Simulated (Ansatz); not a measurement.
Input and command of a plane-wave DFT calculation in Ansatz:

```yaml
crystal:
  lattice:
    - [3.083739492, -1.8120987312, -0.5099737948]
    - [3.083739492, 1.8120987312, -0.5099737948]
    - [-3.1698542213, 0.0, 6.5194130987]
  atoms:
    - { symbol: Pb, position: [0.0, 0.0, 0.25] }
    - { symbol: Pb, position: [1.0, 1.0, 0.75] }
basis:
  ecutwfc: 420
kpoints:
  mp_grid: { grid: [14, 14, 8] }
hamiltonian:
  xc: pbe
  dispersion: d3bj
scf:
  occupations: { method: gaussian, width: 0.1 }
output:
  forces: true
  stress: true
  eigenvalues: true
relax:
  adjacent_minimum: "off"
  f_tol: 0.01
  max_steps: 30
  cell: { stress_tol: 0.1, fix: [volume] }
```

```bash
ansatz run input.yaml --threads 1 --pin off --max-ram 2560MiB --backend cpu --events-out ev --progress --plain --runs-dir out
```

Processor: Arm Neoverse V1, 1 thread, on a host shared with other jobs.

Estimate time, memory and problem size.

About 52 s on 1 thread of Arm Neoverse V1, on a shared host, peak memory 0.67 GiB. It solves 18 bands at 429 k points (the mesh reduced by the symmetry that the task leaves, which can be less than the crystal's) with about 1295 plane waves, in 10 SCF iterations over 2 ionic steps.
